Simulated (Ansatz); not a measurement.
**ZnO: what symmetry allows forces and stress to be**

```xyz
2
Lattice="0.0000 2.1694 2.1694 2.1694 0.0000 2.1694 2.1694 2.1694 0.0000" Properties=species:S:1:pos:R:3 pbc="T T T"
Zn    0.0000    0.0000    0.0900
O     2.1694    2.1694    2.1694
```

Method: DFT PBE, scalar-relativistic, plane waves, PAW in Ansatz.

Plane waves to 420 eV, a k mesh through Γ of 14×14×14 on the computed 2-atom cell and Gaussian smearing (0.05 eV); no spin polarisation.

This distorted cell has space group I4mm, with 8 operations.

Without a calculation: in which directions can each atom feel a force?

A force must be left unchanged by every operation that keeps its atom in place, so it lies in the space that those operations leave fixed. Atoms that the group maps onto each other feel forces of one size.
| atom | site symmetry | operations at the site | equivalent to atom | allowed force (Cartesian) |
| --- | --- | --- | --- | --- |
| Zn1 | 4mm | 8 | 1 | along (0.00, 0.00, 1.00) |
| O2 | 4mm | 8 | 2 | along (0.00, 0.00, 1.00) |

That leaves 2 independent force components of 6, tied by 1 condition that the forces sum to zero, so 1 remains. A relaxation in this cell that keeps the symmetry moves the atoms in these directions alone.

And the stress tensor?

It must be invariant under the point group, which leaves 2 independent components: yz, xz, xy vanish; xx = yy.

Do the computed values obey this?

Yes. Forces (eV/Å):
```
Zn1  0.000  0.000 -0.189
O2   0.000  0.000  0.189
```

Stress (GPa, compression positive, xx yy zz yz xz xy): -1.08 -1.08 0.93 0.00 0.00 0.00. The program imposes the same operations on density, forces and stress, so this confirms the analysis and is no independent test of the calculation.

This rock-salt form isn't the usual stable structure of the compound.